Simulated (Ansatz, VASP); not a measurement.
## BiTe: VASP beside Ansatz

```
CELL_PARAMETERS angstrom
0.00000 3.11821 3.11821
3.11821 0.00000 3.11821
3.11821 3.11821 0.00000
ATOMIC_POSITIONS crystal
Bi 0.00000 0.00000 0.00000
Te 0.50000 0.50000 0.50000
```

Alike in both runs: functional PBEsol; k mesh 12 × 12 × 12; occupations fermi-dirac, width 0.15 eV; no spin polarisation.

Ansatz relaxed the structure, and its values are those at the end. VASP's run is a single point on that final structure, the one shown.

|  | VASP | Ansatz |
| --- | --- | --- |
| version | VASP 6.6.1 | Ansatz 0.2.0 |
| potentials or method | VASP PAW PBE potentials, release 64 (Bi_d, Te) | scalar-relativistic, plane waves, PAW |
| plane-wave cutoff (eV) | 520 | 420 |
| valence electrons in the cell | 21 | 31 |

|  | VASP | Ansatz | Ansatz less VASP |
| --- | --- | --- | --- |
| gap on the k mesh at the Fermi level (eV) | none | none | - |
| pressure (GPa) | 5.0 | 5.0 | -0.01 |

A gap of «none» marks a metal or a gap that the smearing closes. The functional is the same, so the differences come from potentials, cutoffs and numerics. The two sets of potentials don't hold the same shells in valence.

Caveats: the PAW data sets were made with another functional, which shifts forces and pressure a little (VASP); spin-orbit coupling is left out, which moves the levels of the heavy elements.
